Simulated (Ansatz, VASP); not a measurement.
## C: VASP beside Ansatz

```
C
1.0
     2.51806    0.00000    0.00000
    -1.25903    2.18071    0.00000
     0.00000    0.00000    8.30469
C
8
Direct
  0.00000 0.00000 0.09297
  0.00000 0.00000 0.59297
  0.00000 0.00000 0.40703
  0.00000 0.00000 0.90703
  0.33333 0.66667 0.15553
  0.66667 0.33333 0.65553
  0.33333 0.66667 0.34447
  0.66667 0.33333 0.84447
```

This is a hexagonal form of diamond, not graphite.

Alike in both runs: task single point; functional PBE; k mesh 12 × 12 × 4; occupations gaussian, width 0.05 eV; no spin polarisation.

```csv
,VASP,Ansatz
version,VASP 6.6.1,Ansatz 0.2.0
potentials or method,"VASP PAW PBE potentials, release 64 (C)","scalar-relativistic, plane waves, PAW"
plane-wave cutoff (eV),520,520
valence electrons in the cell,32,32
```

Ansatz gave:

- gap on the k mesh at the Fermi level (eV): 4.54
- least direct gap on the mesh (eV): 5.30
- pressure (GPa): 0.0

Question: Estimate VASP's values.

Answer: gap on the k mesh at the Fermi level (eV): 4.53; least direct gap on the mesh (eV): 5.29; pressure (GPa): 0.6.
